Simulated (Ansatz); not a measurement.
What a change of settings does: AlAs (zincblende type)

First run: DFT, r2SCAN, all-electron PAW with datasets made for the crystal, scalar-relativistic (Ansatz 0.2.0).

Command: `ansatz run input.yaml --threads 1 --pin off --max-ram 2048MiB --backend cpu --events-out ev --progress --plain --runs-dir out` It took 33 s on 1 thread of Arm Neoverse V1, with other jobs on the host, peak memory 0.62 GiB.

```yaml
crystal:
  lattice:
    - [0.0, 2.720415541, 2.720415541]
    - [2.720415541, 0.0, 2.720415541]
    - [2.720415541, 2.720415541, 0.0]
  atoms:
    - { symbol: Al, position: [0.0, 0.0, 0.0] }
    - { symbol: As, position: [0.25, 0.25, 0.25] }
kpoints:
  mp_grid: { grid: [11, 11, 11] }
scf:
  occupations: { method: fermi_dirac, width: 0.08 }
hamiltonian:
  xc: r2scan
  pseudopotentials: { kind: all_electron, datasets: crystal }
output:
  forces: true
  stress: true
  eigenvalues: true
```

The cell comes from a relaxation on PAW files under the same functional, begun from a prototype that needn't be the stable phase.

This run: volume at 0.88 of the series' base cell.

It converges in 12 SCF iterations at a pressure of 12.66 GPa.

The input is then changed:

```diff
   occupations: { method: fermi_dirac, width: 0.08 }
+  mixing: { preconditioner: ldos }
 hamiltonian:
```

Problem. What does the second run give?

Solution. It converges in 12 SCF iterations at a pressure of 12.66 GPa, free energy 0.0 meV/atom against the first run's.
